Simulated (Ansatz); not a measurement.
Debugging a comparison of functionals at one structure of CdS, space group Pmmn (the Python package of Ansatz (0.2.0)).

Script `xc.py`:
```python
'''One structure of CdS under several functionals.'''

import csv
import warnings

import ansatz as az
from ase import Atoms

warnings.simplefilter('ignore', az.DeckWarning)

atoms = Atoms(
    ['Cd', 'Cd', 'S', 'S'],
    scaled_positions=[
        (0.5, 0.5, 0.243026),
        (0.0, 0.0, 0.756974),
        (0.5, 0.0, 0.255163),
        (0.0, 0.5, 0.744837),
    ],
    cell=[
        (3.898436, 0.0, 0.0),
        (0.0, 5.511492, 0.0),
        (0.0, 0.0, 3.898104),
    ],
    pbc=True,
)
system = az.Crystal.from_ase(atoms)

calculation = system.calculation().kpoints(6, 4, 6).occupations('fixed').scf(tolerance=1e-10).stress().band_table()

rows = []
for value in ['blyp', 'lda', 'pbesol']:
    rep = calculation.functional(value).run(threads=1).report
    rows.append((value, rep['free_energy_ev'] / len(rep['lattice']['sites']), rep['n_iterations'], sum(rep['stress_gpa'][i][i] for i in range(3)) / 3, rep['gap_by_band_count_ev'], rep['n_kpoints']))

with open('xc.csv', 'w', newline='') as handle:
    writer = csv.writer(handle)
    writer.writerow(['functional', 'F/atom (eV)', 'iterations', 'P (GPa)', 'gap by band count (eV)', 'k-points'])
    writer.writerows([round(v, 5) if isinstance(v, float) else v for v in row] for row in rows)
print(open('xc.csv').read())
```

`python xc.py` gives:
```text
RunWarning: iter 1: σ=0 fill of 26 bands saw a band overlap (occupied 9.1642 eV > unoccupied 9.0571 eV) — on an unconverged iterate often a transient of an unconverged empty band; one that stands at the close is told there (band_overlap_at_count); if the run fails to converge, the spectrum is likely genuinely metallic at σ=0 — use a smearing of finite width or the tetrahedron method (which not every kind of run takes: see the entry of scf.occupations.method in the input reference), with at [...]
RunWarning: the bands overlap at the fill by count (26 filled at each k-point of a channel): the highest filled level, 9.060636 eV at k-index 44, stands 0.0254 eV over the lowest empty one, 9.035246 eV at k-index 39, so that a fill of the lowest levels lies lower and no gap is reported. A metal, or a carrier in a host's bands, wants a smearing of finite width or the tetrahedron method (`scf.occupations.method`). A defect's level that its images broaden is meant whole, and this fill is then the [...]
functional,F/atom (eV),iterations,P (GPa),gap by band count (eV),k-points
blyp,-4588.82902,8,3.79203,0.15487,48
lda,-4494.20262,8,-7.06426,-0.02539,48
pbesol,-4535.00807,8,-4.59027,0.13673,48
```
(Warnings from the package without file and line, shortened.)

The script ran to its end, but the result can't be trusted. Why?

The fault: fixed occupations, though the bands overlap at this level of theory. The change:

`xc.py`:
```python
'''One structure of CdS under several functionals.'''

import csv
import warnings

import ansatz as az
from ase import Atoms

warnings.simplefilter('ignore', az.DeckWarning)

atoms = Atoms(
    ['Cd', 'Cd', 'S', 'S'],
    scaled_positions=[
        (0.5, 0.5, 0.243026),
        (0.0, 0.0, 0.756974),
        (0.5, 0.0, 0.255163),
        (0.0, 0.5, 0.744837),
    ],
    cell=[
        (3.898436, 0.0, 0.0),
        (0.0, 5.511492, 0.0),
        (0.0, 0.0, 3.898104),
    ],
    pbc=True,
)
system = az.Crystal.from_ase(atoms)

calculation = (
    system.calculation()
    .kpoints(6, 4, 6)
    .occupations('fermi_dirac', width=0.1)
    .scf(tolerance=1e-10)
    .stress()
)

rows = []
for value in ['blyp', 'lda', 'pbesol']:
    rep = calculation.functional(value).run(threads=1).report
    rows.append((value, rep['free_energy_ev'] / len(rep['lattice']['sites']), rep['n_iterations'], sum(rep['stress_gpa'][i][i] for i in range(3)) / 3, rep['n_kpoints']))

with open('xc.csv', 'w', newline='') as handle:
    writer = csv.writer(handle)
    writer.writerow(['functional', 'F/atom (eV)', 'iterations', 'P (GPa)', 'k-points'])
    writer.writerows([round(v, 5) if isinstance(v, float) else v for v in row] for row in rows)
print(open('xc.csv').read())
```

With that change:

```console
$ python xc.py
functional,F/atom (eV),iterations,P (GPa),k-points
blyp,-4588.83102,8,3.81963,48
lda,-4494.20609,8,-7.04372,48
pbesol,-4535.01017,8,-4.57797,48
```

Reading the output:
- BLYP can be off by several per cent in the lattices of metals, and by several GPa in the pressure at a fixed cell.
- The gap on the mesh is very small: such values hang on mesh and functional, which can close or open them.
- Pressure is positive in compression.
- This cell is a computed structure, which may not be the phase found in nature.
- Total energies of different functionals can't be compared; pressures, moments and gaps at this one structure can.
- The whole script took 22 s on 1 thread of Arm Neoverse V1 (shared host), peak memory 0.45 GiB.
